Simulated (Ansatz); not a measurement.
# SnO: the cost of one run

Program: Ansatz 0.2.0. Level of theory: DFT LDA, scalar-relativistic, plane waves, PAW. These are calculated values, not measurements.

1 further run of the same task is left out (it didn't finish). Runs told in other sessions of the task aren't counted.

## 1. The starting structure

Symmetry: P4/nmm, No. 129, tetragonal system. The conventional cell has a = 3.802 Å, b = 3.802 Å, c = 4.836 Å, α = 90.00°, β = 90.00°, γ = 90.00°. Sn (site symmetry 4mm) is surrounded by 4 O at 2.22 Å. Around O (site symmetry -4m2) lie 4 Sn at 2.22 Å.

As a file:

```
CELL_PARAMETERS angstrom
-3.80200 0.00000 4.83600
0.00000 -3.80200 0.00000
7.60400 0.00000 4.83600
ATOMIC_POSITIONS crystal
Sn 0.15900 0.50000 0.07950
Sn 0.82567 0.50000 0.41283
Sn 0.49233 0.50000 0.74617
Sn 0.34100 0.00000 0.42050
Sn 0.00767 0.00000 0.75383
Sn 0.67433 0.00000 0.08717
O 0.00000 0.00000 0.00000
O 0.66667 0.00000 0.33333
O 0.33333 0.00000 0.66667
O 0.83333 0.50000 0.16667
O 0.50000 0.50000 0.50000
O 0.16667 0.50000 0.83333
```

No relaxation comes first: the listed cell is the starting point.

## 2. The reference cell

The cell is repeated 3 times, 12 atoms in all. The reference gives a free energy of -38609.3896 eV, pressure -2.84 GPa, largest force 0.260 eV/Å and gap on the mesh 0.24 eV. It was computed beforehand with the settings of the runs below.

## 3. Next: a stacking-fault curve

The cut lies on the cell's a–b face, a (1 0 1) plane of area 23.39 Å², between layers 0.71 Å apart (O below, Sn above); the cell is 9.0 Å thick. Vector c is tilted by f times 1·a − 1·b (length 7.232 Å) with the atoms' Cartesian places fixed: one unrelaxed fault per cell.

## 4. f = 0.200

Contents of input.yaml:

```yaml
crystal:
  lattice:
    - [-3.802, 0.0, 4.836]
    - [0.0, -3.802, 0.0]
    - [6.8436, 0.7604, 5.8032]
  atoms:
    - { symbol: Sn, position: [0.15105, 0.50795, 0.03975] }
    - { symbol: Sn, position: [0.75105, 0.5746166667, 0.3730833333] }
    - { symbol: Sn, position: [0.35105, 0.6412833333, 0.7064166667] }
    - { symbol: Sn, position: [0.26485, 0.07615, 0.38075] }
    - { symbol: Sn, position: [-0.13515, 0.1428166667, 0.7140833333] }
    - { symbol: Sn, position: [0.66485, 0.0094833333, 0.0474166667] }
    - { symbol: O, position: [-0.19205, 0.19205, 0.96025] }
    - { symbol: O, position: [0.60795, 0.0587166667, 0.2935833333] }
    - { symbol: O, position: [0.20795, 0.1253833333, 0.6269166667] }
    - { symbol: O, position: [0.80795, 0.5253833333, 0.1269166667] }
    - { symbol: O, position: [0.40795, 0.59205, 0.46025] }
    - { symbol: O, position: [0.00795, 0.6587166667, 0.7935833333] }
basis:
  ecutwfc: 420
kpoints:
  mp_grid: { grid: [6, 9, 4] }
hamiltonian:
  xc: lda
scf:
  occupations: { method: gaussian, width: 0.03 }
output:
  forces: true
  stress: true
  eigenvalues: true
```

Command:

```sh
$ ansatz run input.yaml --threads 2 --pin off --max-ram 5120MiB --backend cpu --events-out ev --progress --plain --runs-dir out
```

What time and memory should one allow on 2 threads of AMD EPYC 9R45 (Zen 5), shared host?

About 26 s, with a peak of 1.3 GiB.
